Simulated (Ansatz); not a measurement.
Crystal structures of germanium under r²SCAN

All numbers below come from DFT, r2SCAN, plane waves (500 eV) with PAW, scalar-relativistic in Ansatz 0.2.0. (PAW data from PBE, frozen cores regenerated.)

Each structure is relaxed within its own symmetry, so a high-lying one may be dynamically unstable.

```
        structure  ΔE (meV/atom)  V (Å³/atom)                                    cell     magnetic state
          diamond              0        22.81                             a = 5.672 Å  spin not included
             ST12            179        20.83  a = 5.936 Å, c = 7.094 Å (c/a = 1.195)  spin not included
     simple cubic            357        19.28                             a = 2.682 Å  spin not included
     beta-Sn type            363        18.68  a = 5.138 Å, c = 2.831 Å (c/a = 0.551)  spin not included
omega (AlB2-type)            560        18.80  a = 4.878 Å, c = 2.736 Å (c/a = 0.561)  spin not included
              bcc            579        18.76                             a = 3.348 Å  spin not included
              fcc            582        18.95                             a = 4.232 Å  spin not included
              hcp            586        18.75  a = 3.035 Å, c = 4.701 Å (c/a = 1.549)  spin not included
             dhcp            588        18.85  a = 3.025 Å, c = 9.509 Å (c/a = 3.143)  spin not included
              A15            642        19.42                             a = 5.376 Å  spin not included
```

ΔE counts from diamond.

Differences under about 8 meV lie within the error of the k-point mesh.
